**A correction that makes the answer worse**

PBEsol-D3(BJ) looks like a careful choice: a density functional designed for solids, with a dispersion correction added. For nickel it gives a volume 7.8 % below the measured one, the largest error in the table. The run did find a ferromagnetic metal, with a moment of 0.63 μB per atom, as PBE-D3(BJ) did, so a loss of magnetism is not the reason. Two contractions add up instead: PBEsol itself favours short bonds, and the dispersion term pulls the atoms closer still.

Equilibrium volume of fcc nickel (one-atom primitive cell, static lattice) from classical force fields and Kohn-Sham DFT with GGA functionals, in the program named in each row. Each computed volume is at the method's own minimum; the measured one is at 300 K. Energies under basis are plane-wave cutoffs, and fm marks a ferromagnetic starting order.

| method | rung | program | potentials | basis | spin | k mesh | smearing | equilibrium volume (Å³/atom) | computed less measured (Å³/atom) |
| --- | --- | --- | --- | --- | --- | --- | --- | --- | --- |
| 2NN MEAM | force field | LAMMPS | MoCoNiVFeAlCr_2nn.meam | default | none | none 1-atom cell | none | 10.917 | -0.024 |
| EAM | force field | LAMMPS | Ni_smf7.eam | default | none | none 1-atom cell | none | 10.904 | -0.037 |
| EMT | force field | ASE | EMT | default | none | none 1-atom cell | none | 10.601 | -0.340 |
| SNAP | force field | LAMMPS | Ni_Zuo_JPCA2020.snap | default | none | none 1-atom cell | none | 10.918 | -0.023 |
| BP86 | GGA | ABACUS | SG15 ONCV 1.2 PBE | 1333 eV | collinear fm | 10x10x10 1-atom cell | Fermi Dirac 0.05eV | 10.939 | -0.002 |
| PBE | GGA | JDFTx | PseudoDojo SR PBE 0.5 standard | 1333 eV | collinear fm | 13x13x13 1-atom cell | Fermi Dirac 0.05eV | 10.899 | -0.042 |
| PBE-D3(BJ) | GGA | Ansatz | Ansatz PAW | 420 eV | collinear fm | 13x13x13 1-atom cell | Fermi Dirac 0.05eV | 10.518 | -0.423 |
| PBEsol-D3(BJ) | GGA | Ansatz | Ansatz PAW | 420 eV | collinear fm | 13x13x13 1-atom cell | Fermi Dirac 0.05eV | 10.085 | -0.856 |
| PBEsol-D4 | GGA | Ansatz | Ansatz PAW | 420 eV | collinear fm | 13x13x13 1-atom cell | Fermi Dirac 0.05eV | 10.214 | -0.727 |

**What the plain functionals achieve**

PBE and BP86 are generalized-gradient functionals (GGA), which compute the exchange and correlation energy from the electron density and its slope. Without a dispersion term, both land within 0.05 Å³ of the measured volume. BP86 is off by only 0.002 Å³, but that does not make it the better functional. The measured crystal is at 300 K and its atoms vibrate, whereas the computed one is static.

Vibration pushes the atoms apart. A Debye–Grüneisen estimate with rough constants puts this expansion, zero-point motion included, at about 0.13 Å³. A static calculation should therefore aim near 10.8 Å³, and both plain functionals lie about 0.1 Å³ above that. The 0.04 Å³ between them is smaller than this correction, and their potentials and k meshes differ as well, so the table does not rank them.

**Why dispersion squeezes a metal**

Dispersion is the weak attraction between fluctuating charges on separate atoms. D3(BJ) adds it atom pair by atom pair and damps it at short range, where the functional already describes the bond. Two limits show what this does to a crystal. For very close pairs the damped energy is nearly flat, so it lowers the energy but hardly pulls. For very distant pairs the full attraction acts, but it fades quickly. The pull on the crystal comes mainly from the distances in between, beyond the nearest neighbours.

In a molecular solid that pull is needed. In a metal, mobile electrons lie between such atoms and screen their fluctuating charges, and a sum over pairs leaves this screening out. Theory therefore expects D3 to bind a metal too strongly. The table is consistent with this: all three dispersion-corrected rows are too small, by 0.4 to 0.9 Å³, though two of them also hold PBEsol's own contraction. It does not measure the screening itself.

**How much pressure is that?**

An extra attraction acts like a pressure from outside, and the stiffness of the crystal decides how far it yields. The SNAP run supplies the stiffness: 8.9 GPa holds its crystal at 10.492 Å³ instead of 10.918 Å³.

8.9 GPa / (10.918 − 10.492) Å³ ≈ 21 GPa per Å³

From PBE to PBE-D3(BJ) the volume falls by 0.381 Å³, so the step corresponds to

0.381 Å³ × 21 GPa per Å³ ≈ 8 GPa.

Can a damped pair attraction supply that much? Take the energy of a pair at distance r as −C₆/(r⁶ + R⁶), where C₆ is its strength and R the damping radius. Differentiating the sum over pairs with respect to the volume V per atom gives the inward pressure

p = (1/V) Σ n C₆ r⁶/(r⁶ + R⁶)²,

with n atoms in each shell of neighbours. The sum runs over nine shells, with distances taken from the PBE volume.

Plausible strengths of 100 to 300 atomic units give 4 to 12 GPa, which brackets the pressure needed. C₆ and R are rough recalled values, not fitted to the rows. The model also leaves out D3's r⁻⁸ term and all shells beyond the ninth, so it tests the order of magnitude only. It also shows how the effect divides among the shells for this choice of R: the nearest neighbours supply over a third of the dispersion energy but only about 6 % of the squeeze. The printed output after this text gives these results together with the errors of each row.

One reservation applies to the 8 GPa. The step from PBE to PBE-D3(BJ) also changes the program and the potentials, so part of it may come from there. An HSE06 run without dispersion, in the same program as PBE-D3(BJ), gives 10.81 Å³. That speaks against a general bias of this program towards small volumes, although functional and mesh differ.

**Why PBEsol makes it worse, and what D4 repairs**

PBEsol was built to give shorter bonds than PBE, because PBE makes many solids too large. In nickel PBE has little excess volume to remove, and D3 already removes more than that. Going from PBE-D3(BJ) to PBEsol-D3(BJ), with program and settings unchanged, takes away another 0.43 Å³. D3 has its own damping constants for each functional, so part of this step may come from them. Either way, two contractions are added together in a crystal that needs hardly any.

D4 lets the strength of the attraction respond to the charge on each atom, and it usually adds a three-body term. In fcc nickel, with one atom per primitive cell, all atoms are equivalent and neutral, so charge transfer between them cannot be the reason for a difference here; the runs do not separate the other changes. On PBEsol, D4 returns 0.13 Å³ of the 0.86 Å³ by which PBEsol-D3(BJ) falls short of the measurement. That is a real improvement, but far from a cure.

**A good volume is not a good electronic state**

HSE06, which mixes in exact exchange, comes close to the static target of 10.8 Å³. Its moment, however, is 0.99 μB per atom, over one and a half times that of PBE-D3(BJ), while experiment gives roughly 0.6 μB. Exact exchange is known to exaggerate the splitting between spin-up and spin-down electrons in such metals. The HSE06 run used a coarse 7×7×7 mesh, which may also affect its moment. For the size of the moment, PBE-D3(BJ) with its poor volume is here the better guide.

**What to choose**

*Lattice constant to 1 %.* The error in length is about a third of the error in volume. Against the measured value, PBE is then off by 0.1 % and passes easily, whereas PBE-D3(BJ) is off by 1.3 % and fails. Against the rough static target PBE still passes, but PBE-D3(BJ) is only about 0.9 % too short and just passes as well, so its failure depends on whether vibration is allowed for.

*Stresses at the measured volume.* This is the stricter test, because small volume errors become large pressures. PBE's error against the measurement corresponds to about 1 GPa, that of PBEsol-D3(BJ) to well over 10 GPa. At the measured volume the PBEsol-D3(BJ) crystal is stretched far beyond its own minimum and softens, so the linear estimate in the printed output is only a rough guide for it.

*Large cells or long simulations.* The cost of a force field grows roughly in proportion to the number of atoms, that of density-functional theory up to its cube. EAM, 2NN MEAM and SNAP come within 0.04 Å³ of the measurement. Such potentials are usually fitted to the lattice constant or, like the SNAP potential used here, trained on PBE data, so this is a sound starting point rather than an independent prediction. The simpler EMT is 0.34 Å³ too small.

*Cost among the functionals.* D3 and D4 add almost nothing to the cost, so the reason to leave them out here is accuracy. Exact exchange is expensive because it couples orbitals in pairs, and in a crystal these pairs run over all pairs of k points: a full 13×13×13 mesh has about 40 times as many pairs as a 7×7×7 mesh. For the volume of bulk nickel, plain PBE is the sensible choice.

Numerical output:

```
Errors of each row:
            row  volume error in %  lattice constant in A  lattice constant error in %  less rough static reference in A3  equivalent pressure in GPa
       2NN MEAM            -0.2194                  3.521                     -0.07317                             0.1035                      0.5024
            EAM            -0.3382                   3.52                      -0.1129                             0.0905                      0.7745
            EMT             -3.108                  3.487                       -1.047                            -0.2125                       7.117
           SNAP            -0.2102                  3.522                     -0.07012                             0.1045                      0.4815
           BP86           -0.01828                  3.524                    -0.006094                             0.1255                     0.04187
            PBE            -0.3839                   3.52                      -0.1281                             0.0855                      0.8792
     PBE-D3(BJ)             -3.866                  3.478                       -1.306                            -0.2955                       8.855
  PBEsol-D3(BJ)             -7.824                   3.43                       -2.679                            -0.7285                       17.92
      PBEsol-D4             -6.645                  3.444                       -2.266                            -0.5995                       15.22
Rough vibrational expansion at 300 K with zero-point part, A3 per atom: 0.1275
Rough static reference volume, A3 per atom: 10.81
Pressure per volume change from the SNAP run, GPa per A3: 20.93
Same conversion from the rev-vdW-DF2 run, GPa per A3: 22.01
PBE to PBE-D3(BJ), program and potentials change too, A3: -0.381
Inward pressure that would give this step, GPa: 7.976
Crude pair model, inward pressure with C6 of 100 a.u., GPa: 4.028
Crude pair model, inward pressure with C6 of 300 a.u., GPa: 12.08
Crude pair model, nearest shell share of the energy, %: 37.37
Crude pair model, nearest shell share of the squeeze, %: 5.72
PBE-D3(BJ) to PBEsol-D3(BJ), same program and settings, A3: -0.433
PBEsol-D3(BJ) to PBEsol-D4, same program and settings, A3: 0.129
BP86 less PBE, A3: 0.04
SNAP less PBE, A3: 0.019
HSE06 volume less measured, A3: -0.1261
rev-vdW-DF2 volume less measured, A3: -0.3736
HSE06 cell moment over PBE-D3(BJ) cell moment: 1.565
Plane waves per k point, 1333 eV over 420 eV cutoff: 5.656
Pairs of k points, full 13x13x13 over 7x7x7 mesh: 41.03
```
